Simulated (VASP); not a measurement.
# A VASP 6.6.1 single-point calculation on NaF

INCAR

```
PREC = Accurate
ENCUT = 520
SIGMA = 0.01
ISIF = 2
LCHARG = .FALSE.
LASPH = .TRUE.
LWAVE = .FALSE.
IBRION = -1
GGA = CA
NSW = 0
ISMEAR = 0
NELM = 120
LREAL = .FALSE.
EDIFF = 1E-7
NBANDS = 14
```

KPOINTS

```
KPOINTS created by Atomic Simulation Environment
0
Gamma
3 3 3
0 0 0
```

POSCAR

```
Na F
 1.0000000000000000
     2.7934851914443364   -0.0000000000000000   -0.0000000000000000
    -0.0000000000000000    2.7934851914443364   -0.0000000000000000
    -0.0000000000000000   -0.0000000000000000    2.7934851914443364
 Na  F
   1   1
Cartesian
 -0.0000000000000000  0.0000000000000000  0.0000000000000000
  1.3967425957221682  1.3967425957221682  1.3967425957221682
```

The recommended LDA PAW datasets give the neutral cell 14 valence electrons.

Command

```
mpirun -np 1 vasp_std
```

OSZICAR

```
N       E                     dE             d eps       ncg     rms          rms(c)
DAV:   1     0.938757285828E+02    0.93876E+02   -0.74260E+03   112   0.119E+03
DAV:   2    -0.537676317559E+01   -0.99252E+02   -0.94800E+02   118   0.343E+02
DAV:   3    -0.984894652481E+01   -0.44722E+01   -0.44659E+01   136   0.638E+01
DAV:   4    -0.987859003988E+01   -0.29644E-01   -0.29643E-01   124   0.559E+00
DAV:   5    -0.987882247012E+01   -0.23243E-03   -0.23243E-03   142   0.472E-01    0.487E+00
DAV:   6    -0.909786388984E+01    0.78096E+00   -0.24510E+00   130   0.147E+01    0.168E+00
DAV:   7    -0.905811137561E+01    0.39753E-01   -0.35035E-02   112   0.265E+00    0.947E-01
DAV:   8    -0.903420150669E+01    0.23910E-01   -0.24182E-02   112   0.363E+00    0.129E-01
DAV:   9    -0.903427684645E+01   -0.75340E-04   -0.19349E-03   136   0.501E-01    0.705E-02
DAV:  10    -0.903421651955E+01    0.60327E-04   -0.37125E-04   130   0.156E-01    0.199E-02
DAV:  11    -0.903421129694E+01    0.52226E-05   -0.21435E-05   136   0.768E-02    0.173E-03
DAV:  12    -0.903421130612E+01   -0.91807E-08   -0.10716E-06   112   0.117E-02    0.470E-04
DAV:  13    -0.903421131452E+01   -0.84035E-08   -0.48805E-08    74   0.209E-03
   1 F= -.90342113E+01 E0= -.90342113E+01  d E =-.619701E-32
```

From OUTCAR

```
k-points           NKPTS =      4   k-points in BZ     NKDIM =      4   number of bands    NBANDS=     14

   NELECT =      14.0000    total number of electrons

   dimension x,y,z NGX =    24 NGY =   24 NGZ =   24
   dimension x,y,z NGXF=    48 NGYF=   48 NGZF=   48

  energy-cutoff  :      520.00
  volume of cell :       21.80
      direct lattice vectors                 reciprocal lattice vectors
     2.793485191  0.000000000  0.000000000     0.357975766  0.000000000  0.000000000
     0.000000000  2.793485191  0.000000000     0.000000000  0.357975766  0.000000000
     0.000000000  0.000000000  2.793485191     0.000000000  0.000000000  0.357975766

 k-points in reciprocal lattice and weights: KPOINTS created by Atomic Simulation Env
   0.00000000  0.00000000  0.00000000       0.037
   0.33333333  0.00000000  0.00000000       0.222
   0.33333333  0.33333333  0.00000000       0.444
   0.33333333  0.33333333  0.33333333       0.296

 E-fermi :  -1.0333

 k-point     1 :       0.0000    0.0000    0.0000
  band No.  band energies     occupation
      1     -20.8744      2.00000
      2     -20.8744      2.00000
      3     -20.8744      2.00000
      4     -20.5128      2.00000
      5      -1.3598      2.00000
      6      -1.3598      2.00000
      7      -1.3598      2.00000
      8       4.7422      0.00000
      9      14.2520      0.00000
     10      14.2520      0.00000
     11      22.5207      0.00000
     12      22.5207      0.00000
     13      22.5207      0.00000
     14      29.8790      0.00000

 k-point     2 :       0.3333    0.0000    0.0000
  band No.  band energies     occupation
      1     -21.4916      2.00000
      2     -20.8500      2.00000
      3     -20.8500      2.00000
      4     -19.8205      2.00000
      5      -3.2758      2.00000
      6      -1.2626      2.00000
      7      -1.2626      2.00000
      8       7.5854      0.00000
      9      12.3052      0.00000
     10      16.3446      0.00000
     11      22.2350      0.00000
     12      22.2350      0.00000
     13      22.8782      0.00000
     14      25.4460      0.00000

 k-point     3 :       0.3333    0.3333    0.0000
  band No.  band energies     occupation
      1     -21.2807      2.00000
      2     -21.0671      2.00000
      3     -20.8295      2.00000
      4     -19.8285      2.00000
      5      -2.9006      2.00000
      6      -2.6109      2.00000
      7      -1.1158      2.00000
      8       9.4781      0.00000
      9      13.0394      0.00000
     10      13.8820      0.00000
     11      18.0018      0.00000
     12      22.2736      0.00000
     13      23.3320      0.00000
     14      24.2278      0.00000

 k-point     4 :       0.3333    0.3333    0.3333
  band No.  band energies     occupation
      1     -21.1249      2.00000
      2     -21.0278      2.00000
      3     -21.0278      2.00000
      4     -19.7810      2.00000
      5      -2.5916      2.00000
      6      -2.4391      2.00000
      7      -2.4391      2.00000
      8      10.9082      0.00000
      9      13.7039      0.00000
     10      13.7039      0.00000
     11      17.4368      0.00000
     12      18.8378      0.00000
     13      18.8378      0.00000
     14      25.7382      0.00000

  Total       -0.4624761     -0.4624761     -0.4624761      0.0000000      0.0000000     -0.0000000
  in kB      -33.9907486    -33.9907486    -33.9907486      0.0000000      0.0000000     -0.0000000
  external PRESSURE =     -33.9907486 kB  Pullay stress =       0.0000000 kB

 POSITION                                       TOTAL-FORCE (eV/Angst)
 -----------------------------------------------------------------------------------
      0.00000      0.00000      0.00000         0.000000      0.000000      0.000000
      1.39674      1.39674      1.39674         0.000000      0.000000      0.000000
 -----------------------------------------------------------------------------------
    total drift:                                0.000000      0.000000     -0.000000

  FREE ENERGIE OF THE ION-ELECTRON SYSTEM (eV)
  ---------------------------------------------------
  free  energy   TOTEN  =        -9.0342113145 eV

  energy  without entropy=       -9.0342113145  energy(sigma->0) =       -9.03421131
```

It converged. Results: gap between bands v and c on the k mesh 5.86 eV; least direct gap on the k mesh 6.10 eV; pressure -3.4 GPa. Band v is the last that the valence electrons fill when counted band by band, and c is the next.

These settings aren't sound, so the numbers aren't properties of the crystal.

On sound settings LDA gives a gap of 5.78 eV on its mesh and a pressure of -3.6 GPa for the intended cell.

The run took about 1.7 s on one core of a shared host (Intel Xeon Platinum 8488C) and held 0.12 GiB at most.
